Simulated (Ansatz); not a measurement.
## Relaxing SnSe₂

All numbers below come from Ansatz 0.2.0, DFT PBEsol, scalar-relativistic, plane waves, PAW. (420 eV cutoff, 12×12×6 k-mesh, Gaussian smearing of 0.02 eV, no spin polarisation)

What was changed: biaxial strain in the a-b plane, c and atoms relaxed: -2.0 %.

Command:

```bash
ansatz run input.yaml --threads 1 --pin off --max-ram 2560MiB --backend cpu --events-out ev --progress --plain --runs-dir out
```

Input:

```yaml
crystal:
  lattice:
    - [3.7410997642, 0.0, 0.0]
    - [-1.8705498821, 3.2398874339, 0.0]
    - [0.0, 0.0, 6.2285319577]
  atoms:
    - { symbol: Sn, position: [0.0, 0.0, 0.0] }
    - { symbol: Se, position: [0.6666666667, 0.3333333333, 0.7421700594] }
    - { symbol: Se, position: [0.3333333333, 0.6666666667, 0.2578299406] }
basis:
  ecutwfc: 420
kpoints:
  mp_grid: { grid: [12, 12, 6] }
hamiltonian:
  xc: pbesol
scf:
  occupations: { method: gaussian, width: 0.02 }
output:
  forces: true
  stress: true
  eigenvalues: true
relax:
  adjacent_minimum: "off"
  f_tol: 0.008
  max_steps: 40
  cell: { stress_tol: 0.015, fix: [a, b, gamma] }
```

F is the free energy. Steps run on the plane waves of an earlier cell, but the last one, and at times one on the way, on a freshly chosen basis, so a repeated geometry can differ a little in energy. The held parts of the cell keep their stress, so P needn't end at zero.

Steps:

```
step F − F(1) (eV) largest force component (eV/Å) V (Å³/atom) P (GPa)
   1         0.0000                           0.051       25.165     2.08
   2         0.0006                           0.110       25.318     1.37
   3        -0.0005                           0.000       25.239     1.83
   4        -0.0007                           0.008       25.379     1.72
   5        -0.0007                           0.001       25.459     1.70
   6        -0.0009                           0.001       25.459     1.70
```

Relaxed structure:

```cif
data_structure
_symmetry_space_group_name_H-M 'P 1'
_symmetry_Int_Tables_number 1
_cell_length_a 3.7411
_cell_length_b 3.7411
_cell_length_c 6.3014
_cell_angle_alpha 90.000
_cell_angle_beta 90.000
_cell_angle_gamma 120.000
_cell_volume 76.38
loop_
_atom_site_label
_atom_site_type_symbol
_atom_site_fract_x
_atom_site_fract_y
_atom_site_fract_z
_atom_site_occupancy
Sn1 Sn 0.00000 0.00000 0.00000 1
Se1 Se 0.66667 0.33333 0.74422 1
Se2 Se 0.33333 0.66667 0.25578 1
```

It takes space group P-3m1 (No. 164, trigonal). Conventional cell: a = 3.741 Å, b = 3.741 Å, c = 6.301 Å, α = 90.00°, β = 90.00°, γ = 120.00°. Around Sn (site symmetry -3m) lie 6 Se at 2.69 Å. Se (site symmetry 3m) has 3 Sn at 2.69 Å as nearest neighbours.

The run converged. Time: 74 s on 1 thread of Arm Neoverse V2, with other jobs on the host, peak memory 0.47 GiB.